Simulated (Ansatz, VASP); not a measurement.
One calculation of AlN, two programs

File POSCAR:

```
AlN
1.0
    3.2500000000      0.0000000000      0.0000000000
    0.0000000000      5.2100000000      0.0000000000
    0.0000000000      0.0000000000      5.2525200000
Al N
4 4
Direct
    0.0000000000      0.0017250000      0.0017410000
    0.5000000000      0.5017250000      0.1649260000
    0.5000000000      0.0017250000      0.5017410000
    0.0000000000      0.5017250000      0.6649260000
    0.0000000000      0.3782750000      0.0067320000
    0.5000000000      0.8782750000      0.1599350000
    0.5000000000      0.3782750000      0.5067320000
    0.0000000000      0.8782750000      0.6599350000
```

The input INCAR.step1:

```
ALGO = Normal
EDIFF = 1E-5
ENCUT = 520
GGA = PE
ISIF = 2
ISMEAR = 0
LASPH = True
LCHARG = False
LREAL = False
LWAVE = True
NBANDS = 26
NELM = 100
PREC = Accurate
SIGMA = 0.01
```

Contents of INCAR.step2:

```
ALGO = Normal
EDIFF = 1E-6
ENCUT = 520
GGA = PE
HFSCREEN = 0.2079
ISIF = 2
ISMEAR = 0
ISTART = 1
LASPH = True
LCHARG = False
LHFCALC = True
LREAL = False
LWAVE = False
NBANDS = 26
NELM = 100
PREC = Accurate
PRECFOCK = Fast
SIGMA = 0.01
```

KPOINTS

```
k-points
0
Gamma
  4 3 3
```

Input for Ansatz:

```yaml
crystal:
  lattice:
    - [3.25, 0.0, 0.0]
    - [0.0, 5.21, 0.0]
    - [0.0, 0.0, 5.25252]
  atoms:
    - { symbol: Al, position: [0.0, 0.001725, 0.001741] }
    - { symbol: "N", position: [0.0, 0.378275, 0.006732] }
    - { symbol: Al, position: [0.5, 0.501725, 0.164926] }
    - { symbol: "N", position: [0.5, 0.878275, 0.159935] }
    - { symbol: Al, position: [0.5, 0.001725, 0.501741] }
    - { symbol: "N", position: [0.5, 0.378275, 0.506732] }
    - { symbol: Al, position: [0.0, 0.501725, 0.664926] }
    - { symbol: "N", position: [0.0, 0.878275, 0.659935] }
scf:
  occupations: { method: fixed }
  n_extra_bands: 4
output: {}
kpoints:
  mp_grid: { grid: [4, 3, 3] }
hamiltonian:
  xc: hse06
```

Alike in both runs: task single point; functional HSE06; k mesh 4 × 3 × 3; no spin polarisation.

|  | VASP | Ansatz |
| --- | --- | --- |
| version | VASP 6.6.1 | Ansatz 0.2.0 |
| potentials or method | VASP PAW PBE potentials, release 64 (Al, N) | scalar-relativistic, plane waves, PAW |
| plane-wave cutoff (eV) | 520 | 420 |
| occupations | gaussian, width 0.01 eV | fixed |
| valence electrons in the cell | 32 | 32 |

```csv
,VASP,Ansatz,Ansatz less VASP
gap on the k mesh at the Fermi level (eV),4.78,4.79,+0.012
least direct gap on the mesh (eV),4.78,4.79,+0.012
```

Caveats: the k mesh is coarse (spacing up to 0.48 Å⁻¹), so the values aren't converged, least of all with exact exchange.
